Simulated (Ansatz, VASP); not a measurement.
**HgSe in VASP and in Ansatz**

Contents of INCAR:

```
  PREC = Accurate
  ENCUT = 520
  EDIFF = 1E-7
  ISMEAR = -1
  SIGMA = 0.02
  LREAL = False
  LASPH = True
  NELM = 60
  ALGO = Fast
  ISIF = 2
  LWAVE = False
  LCHARG = False
  GGA = PE
  NBANDS = 16
```

The input KPOINTS:

```
Automatic mesh
0
Gamma
  6 6 6
```

The input POSCAR:

```
HgSe
1.0
    0.0000000000      3.0926650940      3.0926650940
    3.0926650940      0.0000000000      3.0926650940
    3.0926650940      3.0926650940      0.0000000000
Hg Se
1 1
Direct
    0.0000000000      0.0000000000      0.0000000000
    0.2500000000      0.2500000000      0.2500000000
```

Input for Ansatz:

```yaml
crystal:
  lattice:
    - [0.0, 3.092665094, 3.092665094]
    - [3.092665094, 0.0, 3.092665094]
    - [3.092665094, 3.092665094, 0.0]
  atoms:
    - { symbol: Hg, position: [0.0, 0.0, 0.0] }
    - { symbol: Se, position: [0.25, 0.25, 0.25] }
kpoints:
  mp_grid: { grid: [6, 6, 6] }
hamiltonian:
  xc: pbe
scf:
  occupations: { method: fermi_dirac, width: 0.02 }
  n_extra_bands: 4
output:
  forces: true
  stress: true
  eigenvalues: true
  write_density: true
  write_potential: true
  elf: true
  volumetric_format: npy
```

The cell was built by a generator and needn't be a form met in nature.

Alike in both runs: task single point; functional PBE; k mesh 6 × 6 × 6; occupations fermi-dirac, width 0.02 eV; no spin polarisation.

|  | VASP | Ansatz |
| --- | --- | --- |
| version | VASP 6.6.1 | Ansatz 0.2.0 |
| potentials or method | VASP PAW PBE potentials, release 64 (Hg, Se) | plane waves, PAW |
| plane-wave cutoff (eV) | 520 | 420 |
| valence electrons in the cell | 18 | 36 |

Ansatz gave:

| Quantity | Value |
| --- | --- |
| pressure (GPa) | 1.7 |

Q: Which values does VASP return?

A: Pressure (GPa): 2.0.

The functional is the same, so the differences come from potentials, cutoffs and numerics. The two sets of potentials don't hold the same shells in valence.

The runs have no spin-orbit coupling, so splittings on Hg are missing.
